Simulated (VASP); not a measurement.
# GaN (F-43m) in VASP: single point with PBE

Aim: the single point of GaN with PBE.

All numbers are computed with VASP 6.6.1; they aren't measurements. Logs are shortened: lines on timing, memory, paths and dates and some standing lists are left out, and cuts for length are marked.

## Step 1: The crystal as given

It takes space group F-43m (No. 216, cubic). Conventional cell: a = 4.507 Å, b = 4.507 Å, c = 4.507 Å, α = 90.00°, β = 90.00°, γ = 90.00°. Around Ga (site symmetry -43m) lie 4 N at 1.95 Å. N (site symmetry -43m) has 4 Ga at 1.95 Å as nearest neighbours.

The cell is a database's computed one.

## Step 2: Single point, PBE

Input file INCAR:

```
ALGO = Fast ; EDIFF = 1E-6
ENCUT = 520 ; GGA = PE
ISIF = 2 ; ISMEAR = 0
LASPH = True ; LCHARG = False
LREAL = False ; LWAVE = False
NBANDS = 16 ; NELM = 100
PREC = Accurate ; SIGMA = 0.01
```

Input file KPOINTS:

```
k-points
0
Gamma
  4 4 4
```

Input file POSCAR:

```
GaN
1.0
    0.0000000000      2.2535010000      2.2535010000
    2.2535010000      0.0000000000      2.2535010000
    2.2535010000      2.2535010000      0.0000000000
Ga N
1 1
Direct
    0.0000000000      0.0000000000      0.0000000000
    0.7500000000      0.7500000000      0.7500000000
```

Potentials or basis: VASP PAW PBE potentials, release 64 (Ga_d, N).

On the command line:

```console
> cat potpaw_PBE.64/Ga_d/POTCAR potpaw_PBE.64/N/POTCAR > POTCAR
> mpirun -np 1 vasp_std > vasp.out
```

OUTCAR:

```text
EDIFF = 1E-6
   ENCUT = 520
   GGA = PE
   ISIF = 2
   ISMEAR = 0
   LASPH = True
   LREAL = False
   NELM = 100
   PREC = Accurate

 ion  position               nearest neighbor table
   1  0.000  0.000  0.000-   2 1.95   2 1.95   2 1.95   2 1.95
   2  0.750  0.750  0.750-   1 1.95   1 1.95   1 1.95   1 1.95

  LATTYP: Found a face centered cubic cell.
 ALAT       =     4.5070020000

  Lattice vectors:

 A1 = (   0.0000000000,   2.2535010000,   2.2535010000)
 A2 = (   2.2535010000,   0.0000000000,   2.2535010000)
 A3 = (   2.2535010000,   2.2535010000,   0.0000000000)

Analysis of symmetry for initial positions (statically):
=====================================================================
 Subroutine PRICEL returns:
 Original cell was already a primitive cell.

 Routine SETGRP: Setting up the symmetry group for a
 face centered cubic supercell.

 Subroutine GETGRP returns: Found 24 space group operations
 (whereof 24 operations were pure point group operations)
 out of a pool of 48 trial point group operations.

The static configuration has the point symmetry T_d .

Analysis of symmetry for dynamics (positions and initial velocities):
=====================================================================
 Subroutine PRICEL returns:
 Original cell was already a primitive cell.

 Routine SETGRP: Setting up the symmetry group for a
 face centered cubic supercell.

 Subroutine GETGRP returns: Found 24 space group operations
 (whereof 24 operations were pure point group operations)
 out of a pool of 48 trial point group operations.

The dynamic configuration has the point symmetry T_d .

 Subroutine INISYM returns: Found 24 space group operations
 (whereof 24 operations are pure point group operations),
 and found     1 'primitive' translations

----------------------------------------------------------------------------------------

                                     Primitive cell

  volume of cell :      22.8878

  direct lattice vectors                    reciprocal lattice vectors
     0.000000000  2.253501000  2.253501000    -0.221876982  0.221876982  0.221876982
     2.253501000  0.000000000  2.253501000     0.221876982 -0.221876982  0.221876982
     2.253501000  2.253501000  0.000000000     0.221876982  0.221876982 -0.221876982

  length of vectors
     3.186931677  3.186931677  3.186931677     0.384302205  0.384302205  0.384302205

  position of ions in fractional coordinates (direct lattice)
     0.000000000  0.000000000  0.000000000
     0.750000000  0.750000000  0.750000000

  ion indices of the primitive-cell ions
   primitive index   ion index
                 1           1
                 2           2

----------------------------------------------------------------------------------------

 KPOINTS: k-points

Automatic generation of k-mesh.
 Grid dimensions read from file:
 generate k-points for:    4    4    4

 Generating k-lattice:

  Cartesian coordinates                     Fractional coordinates (reciprocal lattice)
    -0.055469245  0.055469245  0.055469245     0.250000000  0.000000000  0.000000000
     0.055469245 -0.055469245  0.055469245     0.000000000  0.250000000  0.000000000
     0.055469245  0.055469245 -0.055469245     0.000000000  0.000000000  0.250000000

  Length of vectors
     0.096075551  0.096075551  0.096075551

  Shift w.r.t. Gamma in fractional coordinates (k-lattice)
     0.000000000  0.000000000  0.000000000

 Subroutine IBZKPT returns following result:
 ===========================================

 Found      8 irreducible k-points:

 Following reciprocal coordinates:
            Coordinates               Weight
  0.000000  0.000000  0.000000      1.000000
  0.250000  0.000000  0.000000      8.000000
  0.500000  0.000000  0.000000      4.000000
  0.250000  0.250000  0.000000      6.000000
  0.500000  0.250000  0.000000     24.000000
 -0.250000  0.250000  0.000000     12.000000
  0.500000  0.500000  0.000000      3.000000
 -0.250000  0.500000  0.250000      6.000000
   k-points           NKPTS =      8   k-points in BZ     NKDIM =      8   number of bands    NBANDS=     16
   number of dos      NEDOS =    301   number of ions     NIONS =      2
   total plane-waves  NPLWV =  13824
   dimension x,y,z NGX =    24 NGY =   24 NGZ =   24
   dimension x,y,z NGXF=    48 NGYF=   48 NGZF=   48
   ions per type =               1   1
   NGX,Y,Z   is equivalent  to a cutoff of  12.52, 12.52, 12.52 a.u.
   NGXF,Y,Z  is equivalent  to a cutoff of  25.04, 25.04, 25.04 a.u.
 SYSTEM =  unknown system
   PREC   = accura    normal or accurate (medium, high low for compatibility)
   ISTART =      0    job   : 0-new  1-cont  2-samecut
   ICHARG =      2    charge: 1-file 2-atom 10-const
   ISPIN  =      1    spin polarized calculation?
   LNONCOLLINEAR =      F non collinear calculations
   LSORBIT =      F    spin-orbit coupling
   LASPH  =      T    aspherical Exc in radial PAW
   ENCUT  =  520.0 eV  38.22 Ry    6.18 a.u.   5.93  5.93  5.93*2*pi/ulx,y,z
   NELM   =    100;   NELMIN=  2; NELMDL= -5     # of ELM steps
   EDIFF  = 0.1E-05   stopping-criterion for ELM
   LREAL  =      F    real-space projection
   EDIFFG = 0.1E-04   stopping-criterion for IOM
   NSW    =      0    number of steps for IOM
   IBRION =     -1    ionic relax: 0-MD 1-quasi-New 2-CG
   NFREE  =      0    steps in history (QN), initial steepest desc. (CG)
   ISIF   =      2    stress and relaxation
   ISYM   =      2    0-nonsym 1-usesym 2-fastsym
   POTIM  = 0.5000    time-step for ionic-motion
   TEBEG  =    0.0;   TEEND  =   0.0 temperature during run
   PSTRESS=    0.0 pullay stress
   NELECT =      18.0000    total number of electrons
   NUPDOWN=      -1.0000    fix difference up-down
   EMIN   =  10.00;   EMAX   =-10.00  energy-range for DOS
   EFERMI =   0.00;   METHOD = LEGACY
   ISMEAR =     0;   SIGMA  =   0.01  broadening in eV -4-tet -1-fermi 0-gaus
   EFERMI_NEDOS =   21; number of points for ismear=-14 and -15
   IALGO  =     68    algorithm
   IMIX   =      4    mixing-type and parameters
     AMIX     =   0.40;   BMIX     =  1.00
     AMIX_MAG =   1.60;   BMIX_MAG =  1.00
  volume/ion in A,a.u.               =      11.44        77.23
  Fermi-wavevector in a.u.,A,eV,Ry     =   1.511116  2.855596 31.068532  2.283473
  Thomas-Fermi vector in A             =   2.621216
   LORBIT       =      0    0 simple, 1 ext, 2 COOP (PROOUT), +10 PAW based schemes
   GGA     = PE    functional components
   LHFCALC =     F    Hartree Fock is set to
   AEXX    =    0.0000 exact exchange contribution
   IVDW    =     0    specifies the selected vdW correction
   LEPSILON=     F    determine dielectric tensor
   LRPA    =     F    only Hartree local field effects (RPA)
 non-spin polarized calculation
 RMM-DIIS sequential band-by-band and
 Gauss-broadening in eV      SIGMA  =   0.01
  energy-cutoff  :      520.00
  volume of cell :       22.89
 maximum number of plane-waves:       636
   NGX = 11   NGY = 11   NGZ = 11

 number of electron      18.0000004 magnetization

 Free energy of the ion-electron system (eV)
  ---------------------------------------------------
  ext. energy  EPLUGINS =         0.00000000
  ---------------------------------------------------
  free energy    TOTEN  =       -12.07966731 eV

  energy without entropy =      -12.07966731  energy(sigma->0) =      -12.07966731

 E-fermi :   5.4097     XC(G=0): -11.6559

 val. band max:        5.3289247142   @ k =   0.0000   0.0000   0.0000
 cond. band min:       7.0334785821   @ k =   0.0000   0.0000   0.0000
 fundamental gap:      1.7045538679
 Fermi energy:         5.4097474916

 k-point     1 :       0.0000    0.0000    0.0000
  band No.  band energies     occupation
      1     -10.6176      2.00000
      2      -8.1605      2.00000
      3      -8.1605      2.00000
      4      -8.1605      2.00000
      5      -7.8428      2.00000
      6      -7.8428      2.00000
[... 8 lines left out ...]
     15      24.1432      0.00000
     16      24.1433      0.00000

 k-point     2 :       0.2500    0.0000    0.0000
  band No.  band energies     occupation
      1     -10.0758      2.00000
      2      -8.0998      2.00000
      3      -8.0998      2.00000
      4      -7.8379      2.00000
      5      -7.8379      2.00000
      6      -7.7917      2.00000
[... 8 lines left out ...]
     15      22.1615      0.00000
     16      22.1615      0.00000

 k-point     3 :       0.5000    0.0000    0.0000
  band No.  band energies     occupation
      1      -9.7174      2.00000
      2      -8.0735      2.00000
      3      -8.0735      2.00000
      4      -7.7955      2.00000
      5      -7.7955      2.00000
      6      -6.5806      2.00000
[... 8 lines left out ...]
     15      24.9603      0.00000
     16      24.9603      0.00000

 k-point     4 :       0.2500    0.2500    0.0000
  band No.  band energies     occupation
      1      -9.9212      2.00000
      2      -8.0188      2.00000
      3      -8.0188      2.00000
      4      -7.9961      2.00000
      5      -7.8044      2.00000
      6      -7.6527      2.00000
[... 8 lines left out ...]
     15      26.6859      0.00000
     16      27.5645      0.00000

 k-point     5 :       0.5000    0.2500    0.0000
  band No.  band energies     occupation
      1      -9.6151      2.00000
      2      -8.0454      2.00000
      3      -7.9614      2.00000
      4      -7.9099      2.00000
      5      -7.7889      2.00000
      6      -6.4165      2.00000
[... 8 lines left out ...]
     15      26.4982      0.00000
     16      26.9479      0.00000

 k-point     6 :      -0.2500    0.2500    0.0000
  band No.  band energies     occupation
      1      -9.6970      2.00000
      2      -8.0626      2.00000
      3      -8.0125      2.00000
      4      -7.8570      2.00000
      5      -7.8522      2.00000
      6      -6.8336      2.00000
[... 8 lines left out ...]
     15      22.6467      0.00000
     16      26.8359      0.00000

 k-point     7 :       0.5000    0.5000    0.0000
  band No.  band energies     occupation
      1      -9.5499      2.00000
      2      -8.0768      2.00000
      3      -7.8578      2.00000
      4      -7.8578      2.00000
      5      -7.7660      2.00000
      6      -6.1504      2.00000
[... 8 lines left out ...]
     15      27.0664      0.00000
     16      29.9066      0.00000

 k-point     8 :      -0.2500    0.5000    0.2500
  band No.  band energies     occupation
      1      -9.5470      2.00000
      2      -8.0131      2.00000
      3      -7.9877      2.00000
      4      -7.8338      2.00000
      5      -7.8319      2.00000
      6      -5.8635      2.00000
[... 8 lines left out ...]
     15      24.6545      0.00000
     16      28.9607      0.00000

------------------------ aborting loop because EDIFF is reached ----------------------------------------

  FORCE on cell =-STRESS in cart. coord.  units (eV):
  Direction    XX          YY          ZZ          XY          YZ          ZX
  --------------------------------------------------------------------------------------
  -------------------------------------------------------------------------------------
  Total        0.7164017      0.7164017      0.7164017     -0.0000000      0.0000000     -0.0000000
  in kB       50.1491896     50.1491896     50.1491896     -0.0000000      0.0000000     -0.0000000
  external PRESSURE =      50.1491896 kB  Pullay stress =       0.0000000 kB

 VOLUME and BASIS-vectors are now :
 -----------------------------------------------------------------------------
  energy-cutoff  :      520.00
  volume of cell :       22.89
      direct lattice vectors                 reciprocal lattice vectors
     0.000000000  2.253501000  2.253501000    -0.221876982  0.221876982  0.221876982
     2.253501000  0.000000000  2.253501000     0.221876982 -0.221876982  0.221876982
     2.253501000  2.253501000  0.000000000     0.221876982  0.221876982 -0.221876982

 POSITION                                       TOTAL-FORCE (eV/Angst)
 -----------------------------------------------------------------------------------
      0.00000      0.00000      0.00000        -0.000000     -0.000000     -0.000000
      3.38025      3.38025      3.38025         0.000000      0.000000      0.000000
 -----------------------------------------------------------------------------------
    total drift:                               -0.000001     -0.000001     -0.000001

  FREE ENERGIE OF THE ION-ELECTRON SYSTEM (eV)
  ---------------------------------------------------
  free  energy   TOTEN  =       -12.0796673137 eV

  energy  without entropy=      -12.0796673137  energy(sigma->0) =      -12.07966731
```

It took 3.2 s on 1 thread of Intel Xeon Platinum 8488C (Sapphire Rapids), shared host; peak memory 0.13 GiB.

What came out:

```
Free energy            : -12.0797 eV
Pressure               : 5.0 GPa
Band gap on the k mesh : 1.70 eV, direct
```

Caveat: the k mesh is coarse (spacing up to 0.60 Å⁻¹), so the values aren't converged. As with any semilocal functional, this PBE gap is likely too small.
